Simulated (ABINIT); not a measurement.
Runs of ABINIT 10.8.3 (patched build) on Ta2N. The structure is trigonal, space group P-3m1 (No. 164). Conventional cell: a = 3.113 Å, b = 3.113 Å, c = 4.870 Å, α = 90.00°, β = 90.00°, γ = 120.00°. Ta (site symmetry 3m) has 3 N at 2.18 Å as nearest neighbours. N (site symmetry -3m) has 6 Ta at 2.18 Å as nearest neighbours. The cell comes from a database or a generator and needn't be the stable form of this composition.

```csv
task,level,potentials or basis,k mesh,cutoff (eV),bands in the sums,broadening (eV),scissor shift (eV),tensor components,other keys,gap on the mesh (eV),pressure (GPa),largest force (eV/Å)
single point,PBE,PseudoDojo NC SR PBE v0.4.1 standard,8 × 8 × 4,952,-,-,-,-,-,none,-1.7,(a)
optical spectrum,PBEsol,PseudoDojo NC SR PBEsol v0.4.1 standard,"12 × 12 × 8, shifted",980,28,0.2,0,"[11, 33]","several, not listed",-,-9.4,0.37
optical spectrum,PBE,PseudoDojo NC SR PBE v0.4.1 standard,"12 × 12 × 8, shifted",952,22,0.15,0,"[11, 33]",-,-,-1.7,0.08
single point,PBEsol,PseudoDojo NC SR PBEsol v0.4.1 standard,8 × 8 × 4,980,-,-,-,-,-,none,-9.4,0.30
```

Alike in all rows: no spin polarisation; cell as given; smearing fermi-dirac 0.05 eV.

**Question.** Estimate the missing entries.

**Answer.** (a) 0.01.

Caveats: the cutoff is short for stress, so the pressure is rough (some runs); the intraband (Drude) term is left out (some runs); spectra need much finer meshes, so this one isn't converged (some runs); independent-particle spectra lack excitons (some runs).

A k mesh can miss the band edges, and the runs leave out spin-orbit coupling on Ta.

A gap of «none» marks a metal or a gap under the smearing width.
